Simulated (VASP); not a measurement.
CdTe (strained zincblende), r²SCAN single-point calculation: VASP's output and Ansatz's

POSCAR

```
Cd Te
 1.0000000000000000
     0.0000000000000000    3.2799551162000000    3.3127546673000001
     3.2799551162000000    0.0000000000000000    3.3127546673000001
     3.2799551162000000    3.2799551162000000    0.0000000000000000
 Cd  Te
   1   1
Cartesian
  0.0000000000000000  0.0000000000000000  0.0000000000000000
  1.6399775581000000  1.6399775581000000  1.6563773336500001
```

VASP ran with the recommended PBE PAW datasets (18 valence electrons in the cell).

From OUTCAR

```
k-points           NKPTS =     30   k-points in BZ     NKDIM =     30   number of bands    NBANDS=     16

   NELECT =      18.0000    total number of electrons

   dimension x,y,z NGX =    36 NGY =   36 NGZ =   36
   dimension x,y,z NGXF=    72 NGYF=   72 NGZF=   72

  energy-cutoff  :      520.00
  volume of cell :       71.28
      direct lattice vectors                 reciprocal lattice vectors
     0.000000000  3.279955116  3.312754667    -0.152441110  0.152441110  0.150931792
     3.279955116  0.000000000  3.312754667     0.152441110 -0.152441110  0.150931792
     3.279955116  3.279955116  0.000000000     0.152441110  0.152441110 -0.150931792

 k-points in reciprocal lattice and weights: KPOINTS created by Atomic Simulation Env
   0.00000000  0.00000000  0.00000000       0.005
   0.16666667 -0.00000000  0.00000000       0.037
   0.33333333 -0.00000000  0.00000000       0.037
   0.50000000 -0.00000000  0.00000000       0.019
   0.16666667  0.16666667  0.00000000       0.009
   0.33333333  0.16666667  0.00000000       0.037
   0.50000000  0.16666667  0.00000000       0.037
  -0.33333333  0.16666667  0.00000000       0.037
   ...

 E-fermi :   1.8077

 k-point     1 :       0.0000    0.0000    0.0000
  band No.  band energies     occupation
      1      -9.5711      2.00000
      2      -6.7278      2.00000
      3      -6.7253      2.00000
      4      -6.7253      2.00000
      5      -6.4775      2.00000
      6      -6.4769      2.00000
      7       1.6690      2.00000
      8       1.7019      2.00000
      9       1.7019      2.00000
     10       2.8115      0.00000
     11       6.7493      0.00000
     12       6.7494      0.00000
     13       6.7540      0.00000
     14       9.5342      0.00000
     15      11.3681      0.00000
     16      11.5081      0.00000

 k-point     2 :       0.1667   -0.0000    0.0000
  band No.  band energies     occupation
      1      -9.4786      2.00000
      2      -6.7098      2.00000
      3      -6.7080      2.00000
      4      -6.6403      2.00000
      5      -6.4780      2.00000
      6      -6.4780      2.00000
      7       0.0704      2.00000
      8       1.4669      2.00000
      9       1.4963      2.00000
     10       3.8535      0.00000
     11       6.7920      0.00000
     12       7.0754      0.00000
     13       7.0797      0.00000
     14      10.5067      0.00000
     15      10.5895      0.00000
     16      10.6215      0.00000

 k-point     3 :       0.3333   -0.0000    0.0000
  band No.  band energies     occupation
      1      -9.2949      2.00000
      2      -6.6796      2.00000
      3      -6.6775      2.00000
      4      -6.4750      2.00000
      5      -6.4738      2.00000
      6      -6.3674      2.00000
      7      -1.7329      2.00000
      8       1.1036      2.00000
      9       1.1457      2.00000
     10       3.9747      0.00000
     11       7.3159      0.00000
     12       7.3615      0.00000
     13       8.2493      0.00000
     14      10.1798      0.00000
     15      11.0011      0.00000
     16      11.0125      0.00000

 k-point     4 :       0.5000   -0.0000    0.0000
  band No.  band energies     occupation
      1      -9.2056      2.00000
      2      -6.6676      2.00000
      3      -6.6651      2.00000
      4      -6.4703      2.00000
      5      -6.4681      2.00000
      6      -6.1391      2.00000
      7      -2.5407      2.00000
      8       0.9439      2.00000
      9       0.9916      2.00000
     10       3.8685      0.00000
     11       7.2655      0.00000
     12       7.3227      0.00000
     13       9.0557      0.00000
     14      10.7377      0.00000
     15      12.4313      0.00000
     16      12.4938      0.00000

 k-point     5 :       0.1667    0.1667    0.0000
  band No.  band energies     occupation
      1      -9.4492      2.00000
      2      -6.6905      2.00000
      3      -6.6905      2.00000
      4      -6.6395      2.00000
      5      -6.4849      2.00000
      6      -6.4701      2.00000
      7       0.0461      2.00000
      8       1.1494      2.00000
      9       1.1494      2.00000
     10       4.4294      0.00000
     11       5.8538      0.00000
     12       7.6701      0.00000
     13       7.6701      0.00000
     14       9.2281      0.00000
     15      11.2532      0.00000
     16      11.7535      0.00000

 k-point     6 :       0.3333    0.1667    0.0000
  band No.  band energies     occupation
      1      -9.2977      2.00000
      2      -6.6671      2.00000
      3      -6.6566      2.00000
      4      -6.5161      2.00000
      5      -6.4653      2.00000
      6      -6.3993      2.00000
      7      -1.3017      2.00000
      8       0.6474      2.00000
      9       0.7684      2.00000
     10       4.8651      0.00000
     11       6.1428      0.00000
     12       7.7881      0.00000
     13       8.2408      0.00000
     14       9.9656      0.00000
     15      11.8842      0.00000
     16      11.8867      0.00000

 ...

  Total       -0.1192659     -0.1192659     -0.1968913      0.0000000      0.0000000      0.0000000
  in kB       -2.6808451     -2.6808451     -4.4257010      0.0000000      0.0000000      0.0000000
  external PRESSURE =      -3.2624637 kB  Pullay stress =       0.0000000 kB

 POSITION                                       TOTAL-FORCE (eV/Angst)
 -----------------------------------------------------------------------------------
      0.00000      0.00000      0.00000         0.000000      0.000000     -0.000000
      1.63998      1.63998      1.65638        -0.000000     -0.000000      0.000000
 -----------------------------------------------------------------------------------
    total drift:                               -0.000001     -0.000001     -0.000001

  FREE ENERGIE OF THE ION-ELECTRON SYSTEM (eV)
  ---------------------------------------------------
  free  energy   TOTEN  =       -46.6405923457 eV

  energy  without entropy=      -46.6405923457  energy(sigma->0) =      -46.64059235
```

Datasets and cutoffs are each program's own. VASP's cell holds 18 valence electrons and Ansatz's 36. Ansatz's stress includes a Pulay correction; VASP's doesn't.

Q: What does Ansatz give for the same cell and level of theory?

A: gap between bands v and c 1.12 eV; least direct gap 1.12 eV; pressure -0.4 GPa.

Ansatz printed

```
SCF 1 converged in 6 iterations: F = -15264.135191 eV  dr2 = 9.49e-9
  greatest PAW one-centre occupation: 1.001 electrons in one spin orbital (limit 2), on the Cd atom at site 0 (counted from 0), in its partial waves of l = 1
NSCF: frozen V_eff on 6 k-points
SCF converged after 6 iterations
Free energy (F): -15264.135191 eV
Harris-Foulkes:  -15264.135191 eV  (|F-HF|=5.89e-9)
Internal energy: -15264.135191 eV  (E = F + TS)
E sigma→0 (E₀):  -15264.135191 eV
Fermi energy:    6.581651 eV
--- Per-component energies (eV) ---
  E_band       = -846.046436
  E_kinetic    = 685.035784
  E_local      = -5521.957883  (includes V_loc(G=0)·N_el)
  E_nonlocal   = -275.649357
  E_hartree    = 2776.489882
  E_xc         = -283.075426
  E_vxc        = -357.073509  (∫ρ·V_xc dr)
  E_paw        = -8793.067780  (= ΣΔE_a)
  E_vpaw       = -953.597643  (= ΣTr[D̂ρ^β])
  E_aug_tail   = -0.000033  (compensation charges beyond the density's cutoff)
  E_vtau       = 24.217067  (kinetic-family band-sum trace: ∫τ·v_τ [+ j·A + Jᵃ·Aᵃ] dr)
  E_ewald      = -3851.630464
  E_core_change = -0.279915  (= ΣΔE_core)
  E_smearing   = -0.000000  (= −TS)
  E_closure    = -0.000000  (closes the sum)
  Σ components = -15264.135191   (vs F -15264.135191, Δ=0.00e0)
--- Forces (eV/Å), atoms counted from 1 ---
  atom   1  Cd     0.00000000     0.00000000    -0.00000000
  atom   2  Te    -0.00000000     0.00000000    -0.00000000
  max |Σ_I F_I| component: 6.94e-17 eV/Å
--- Stress (GPa, compression-positive) ---
       -0.362218       0.000000       0.000000
        0.000000      -0.362218       0.000000
        0.000000       0.000000      -0.537294
  P = ⅓ Tr σ = -0.4206 GPa (-4.206 kbar)
--- Band table (eV; the first three rows and the last of 30) ---
  k-point 0: bands = ["-98.2722", "-58.4252", "-58.4252", "-58.4233", "-30.0944", "-30.0944", "-30.0926", "-30.0853", "-30.0831", "-4.6834", "-1.8796", "-1.8771", "-1.8771", "-1.6341", "-1.6334", "6.5487", "6.5817", "6.5817", "7.6995", "11.6514", "11.6514", "11.6557"]
  k-point 1: bands = ["-98.2722", "-58.4252", "-58.4252", "-58.4233", "-30.0944", "-30.0943", "-30.0925", "-30.0852", "-30.0830", "-4.5913", "-1.8617", "-1.8600", "-1.7916", "-1.6346", "-1.6344", "4.9574", "6.3480", "6.3773", "8.7389", "11.6802", "11.9764", "11.9811"]
  k-point 2: bands = ["-98.2723", "-58.4252", "-58.4252", "-58.4233", "-30.0944", "-30.0942", "-30.0925", "-30.0852", "-30.0830", "-4.4091", "-1.8319", "-1.8298", "-1.6315", "-1.6304", "-1.5182", "3.1584", "5.9865", "6.0283", "8.8642", "12.2179", "12.2640", "13.1210"]
  k-point 29: bands = ["-98.2722", "-58.4252", "-58.4252", "-58.4234", "-30.0939", "-30.0939", "-30.0930", "-30.0854", "-30.0827", "-4.2142", "-1.7284", "-1.7284", "-1.7185", "-1.6069", "-1.1640", "2.4258", "4.8516", "4.8516", "9.5832", "9.6209", "15.6931", "16.1602"]
```
